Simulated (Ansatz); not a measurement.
## SnO: work and stress of cleavage

Theory: DFT PBEsol, scalar-relativistic, plane waves, PAW (Ansatz 0.2.0). The runs took a 420 eV cutoff, a Γ-centred 7×8×3 mesh and Gaussian smearing (0.05 eV). No spin polarisation. Energies are free energies at this smearing, counted from the undisturbed cell; pressure is positive in compression.

Reference structure (relaxed at this level; this form isn't the usual structure):

```
CELL_PARAMETERS angstrom
0.00000 0.00000 -3.89416
-3.31561 0.00000 0.00000
0.00000 11.41000 0.00000
ATOMIC_POSITIONS crystal
Sn 0.47383 0.00000 0.86689
Sn 0.47383 0.00000 0.36689
Sn 0.97383 0.50000 0.13311
Sn 0.97383 0.50000 0.63311
O 0.27617 0.00000 0.19268
O 0.27617 0.00000 0.69268
O 0.77617 0.50000 0.80732
O 0.77617 0.50000 0.30732
```

The cell holds layers and no dispersion correction was added, so their binding is poorly described.

The cut lies on the cell's a–b face, a (0 1 0) plane (indices in the standard cell, whose axes needn't be the Cartesian ones shown) of area 12.91 Å², between layers 3.04 Å apart. Vector c is lengthened by d along the normal with the atoms' Cartesian places fixed: one unrelaxed cut a cell. The traction is positive where the two halves pull on each other.

```
d (Å) energy (J/m²) traction (GPa)
-0.30          0.040           -3.06
 0.00          0.000           -0.01
 0.25          0.015            1.06
 0.50          0.047            1.41
 1.00          0.114            1.18
 1.50          0.161            0.69
 2.00          0.185            0.32
 3.00          0.200            0.06
 4.50          0.204            0.01
 6.00          0.204            0.00
```

Question: What are the work of separation and the cleavage stress, and do they fit the universal binding curve?

Answer: The energy levels off near W ≈ 0.204 J/m² (the traction is down to 0.00 GPa), the energy of the two unrelaxed faces, 0.102 J/m² each on average. The largest sampled traction is 1.41 GPa at d = 0.50 Å, and a parabola through it and its two neighbours peaks at σ_max ≈ 1.47 GPa, d ≈ 0.66 Å. The curve E = W[1 − (1 + d/ℓ)exp(−d/ℓ)] peaks in traction at d = ℓ with σ_max = W/(eℓ); with 1 J/m² per Å = 10 GPa this W and σ_max give ℓ = 0.51 Å. A parabola through that curve at the same three d peaks at 0.60 Å, against 0.66 Å here, a fair fit. Real crystals break at far lower stress, because cracks concentrate it.

The crystal is built of layers, and the cut parts neighbours that are weakly bound and not described well without a dispersion correction.

The cut is rigid; relaxing the faces lowers these energies and usually the stresses.

Cost: 10 runs of about 9.1 core-minutes in all, on Intel Xeon Processor @ 2.50GHz (Skylake/Cascade Lake) (shared hosts).